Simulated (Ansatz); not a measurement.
SnO:

```
Sn O
1.0
     3.81370    0.00000    0.00000
     0.00000    3.81370    0.00000
     0.00000    0.00000    4.88691
Sn O
2 2
Direct
  0.50000 0.00000 0.76463
  0.00000 0.50000 0.23537
  0.00000 0.00000 0.00000
  0.50000 0.50000 0.00000
```

The cell is a database's computed one.

| Item | Value |
| --- | --- |
| Program | Ansatz 0.2.0 |
| Task | relaxation of cell and atoms |
| Functional | PBE |
| Potentials or basis | Ansatz NC |
| Cutoff | 1240 eV (not typed: the program's choice for these potentials) |
| k mesh | 7 × 7 × 6 |
| Occupations | fermi-dirac, width 0.05 eV |
| Spin | no spin polarisation |

At the start: volume 17.77 Å³/atom.

Where does the relaxation end?

It ends after 8 steps and the volume is 18.97 Å³/atom (+6.8 %); space group P4/nmm (No. 129, to 0.05 Å).

The path:
| step | energy change (eV) | largest force (eV/Å) | volume (Å³) |
| --- | --- | --- | --- |
| 1 | 0.0000 | 0.3699 | 71.08 |
| 2 | -0.0321 | 0.1245 | 75.41 |
| 3 | -0.0328 | 0.1071 | 75.13 |
| 4 | -0.0335 | 0.0020 | 75.36 |
| 5 | -0.0353 | 0.0024 | 75.36 |
| 6 | -0.0355 | 0.0034 | 75.68 |
| 7 | -0.0355 | 0.0005 | 75.88 |
| 8 | -0.0356 | 0.0005 | 75.88 |

Final structure:
```
Sn O
1.0
     3.86842    0.00000    0.00000
     0.00000    3.86842    0.00000
     0.00000    0.00000    5.07077
Sn O
2 2
Direct
  0.50000 0.00000 0.77145
  0.00000 0.50000 0.22855
  0.00000 0.00000 0.00000
  0.50000 0.50000 0.00000
```

Caveat: the plane-wave basis is chosen anew once the cell has moved, so the energies of steps on either side of that aren't comparable.
